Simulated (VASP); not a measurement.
A run of VASP 6.6.1:

INCAR

```
SYSTEM = BAs
PREC = Accurate
ENCUT = 600
EDIFF = 1E-6
ISMEAR = 0
SIGMA = 0.03
LREAL = .FALSE.
LASPH = .TRUE.
NELM = 80
ALGO = Normal
ISIF = 3
LWAVE = .FALSE.
LCHARG = .FALSE.
GGA = PE
IBRION = 2
NSW = 90
EDIFFG = -0.01
```

The input KPOINTS:

```
Automatic mesh
0
G
  10 10 10
  0 0 0
```

The input POSCAR:

```
BAs
1.0
    0.0000000000      2.3885000000      2.3885000000
    2.3885000000      0.0000000000      2.3885000000
    2.3885000000      2.3885000000      0.0000000000
B As
1 1
Direct
    0.0000000000      0.0000000000      0.0000000000
    0.2500000000      0.2500000000      0.2500000000
```

Potentials or basis: VASP PAW PBE potentials, release 64 (B, As).

Run with:

```console
$ cat potpaw_PBE.64/B/POTCAR potpaw_PBE.64/As/POTCAR > POTCAR
$ mpirun -np 1 vasp_std > vasp.out
```

Hardware: 1 thread of Intel(R) Xeon(R) 6975P-C (Granite Rapids), on a shared host.

Estimate the wall time of this run.

Run time: 12 s on 1 thread of Intel(R) Xeon(R) 6975P-C (Granite Rapids), on a shared host, peak memory 0.16 GiB. Counts: scf iterations 24, k points 47, ion steps 3.
